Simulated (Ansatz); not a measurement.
Relaxed sheet of Sb (a trial structure of the honeycomb type), cell area A = 14.336 Å²:

```yaml
crystal:
  lattice:
    - [4.06869, 0.00000, 0.00000]
    - [-2.03434, 3.52358, 0.00000]
    - [0.00000, 0.00000, 28.00000]
  periodic: [true, true, false]
  atoms:
    - { symbol: Sb, position: [0.33333, 0.66667, 0.52946] }
    - { symbol: Sb, position: [0.66667, 0.33333, 0.47054] }
```

The calculation used DFT PBE+D3(BJ), scalar-relativistic, plane waves, PAW in Ansatz 0.2.0. Plane waves to 420 eV, a k mesh through Γ of 9×9×1 on the computed 2-atom cell and Gaussian smearing (0.02 eV); no spin polarisation. No periodic images along c.

Under biaxial strain, atoms relaxed, stress positive in compression; ΔE is the free energy at this smearing, of which the stress is the derivative:

```
strain (%)  σxx (N/m)  σyy (N/m)  ΔE (meV/cell) thickness (Å)
        -2      0.895      0.895          15.13          1.679
        +2     -0.759     -0.759          14.22          1.621
```

Task: Which in-plane elastic constants follow from the stresses?

Result: With εxx = εyy = ε the tension along x is (C11 + C12)ε. The central difference gives C11 + C12 = (0.895 − (-0.759))/0.04 = 41.3 N/m and C22 + C12 = 41.3 N/m. The layer modulus for a change of area, (C11 + C22 + 2C12)/4, is 20.7 N/m.

Task: Do the energies agree?

Result: The second difference [ΔE(−ε) + ΔE(+ε)]/(A·ε²) = (15.13 + 14.22) meV/(14.336 Å² × 0.0004) × 16.02 N/m per eV/Å² = 82.0 N/m should equal C11 + C22 + 2C12 = 82.7 N/m; they differ by 0.9 %, so the two routes agree. The stress in compression and in tension differ in size because of the third-order constants.

Task: The unstrained thickness between the outer atoms is 1.650 Å. How does it respond?

Result: d ln t/dε = (1.621 − 1.679)/(1.650 × 0.04) = -0.88: the sheet thins as it is stretched, as its bonds turn towards the plane.

Task: The gap on the k mesh is 0.937 eV at −2 %, 1.181 eV unstrained and 1.385 eV at +2 %. What is its slope?

Result: On the stretched side 102 meV a percent, on the compressed side 122 meV a percent.